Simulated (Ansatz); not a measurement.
CdTe: equation of state with r2SCAN50

The system is CdTe.

```
Te Cd
1.0
     0.00000    3.20500    3.20500
     3.20500    0.00000    3.20500
     3.20500    3.20500    0.00000
Te Cd
1 1
Direct
  0.75000 0.75000 0.75000
  0.00000 0.00000 0.00000
```

```yaml
Program: Ansatz 0.2.0
Task: equation of state
Functional: r2SCAN50
Potentials_or_basis: Ansatz PAW
Cutoff: 500 eV
Density_cutoff: 2000 eV
k_mesh: 4 × 4 × 4
Occupations: fermi-dirac, width 0.05 eV
Spin: no spin polarisation
```

```
Equilibrium volume                      : 34.54 Å³/atom
Bulk modulus                            : 44 GPa
Pressure derivative of the bulk modulus : 4.8 (rough: it moves with the points fitted)
```

Energy against volume, from the lowest point:
| volume (Å³/atom) | energy (meV/atom) |
| --- | --- |
| 30.947 | 63.84 |
| 31.605 | 40.75 |
| 32.263 | 23.39 |
| 32.922 | 11.25 |
| 33.580 | 3.60 |
| 34.239 | 0.00 |
| 34.897 | 0.22 |

All runs of the series together: 3.1 min on 2 threads of Arm Neoverse V1 (shared host).

Caveat: the k mesh is coarse (spacing up to 0.42 Å⁻¹), so the values aren't converged, least of all with exact exchange; the PAW data sets were made with another functional, which shifts forces and pressure a little. Zero-point motion and thermal expansion aren't in these numbers.
